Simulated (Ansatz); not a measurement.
BeS built on the rocksalt prototype (r2SCAN geometry), in Ansatz:

```xyz
2
Lattice="0.0000 2.3173 2.3173 2.3173 0.0000 2.3173 2.3173 2.3173 0.0000" Properties=species:S:1:pos:R:3 pbc="T T T"
Be    0.0000    0.0000    0.0000
S     2.3173    2.3173    2.3173
```

G0W0@PBE with 93 empty bands, a screening cutoff of 140 eV and a 6×6×6 mesh (PAW, contour deformation) gives 1.734 eV over the mesh points, from a PBE gap of 0.974 eV; it sums over 97 bands with 89 plane waves in the screening and a wave cutoff of 420 eV. G0W0 here is at a finite number of bands, screening cutoff and k mesh, not at the basis limit. All values are calculated for a non-magnetic cell, which may be hypothetical.

**Question.** Estimate the gap with starting point HSE06.

**Answer.** 2.043 eV (+0.309 eV), from a Kohn-Sham gap of 1.752 eV.

**Question.** Another run gave a Kohn-Sham gap of 0.974 eV and a G0W0 gap of 1.816 eV, summing over 175 bands with 169 plane waves in the screening and a wave cutoff of 420 eV. What was changed?

**Answer.** Empty bands 171, screening cutoff 210 eV. The counts of bands and plane waves show it.
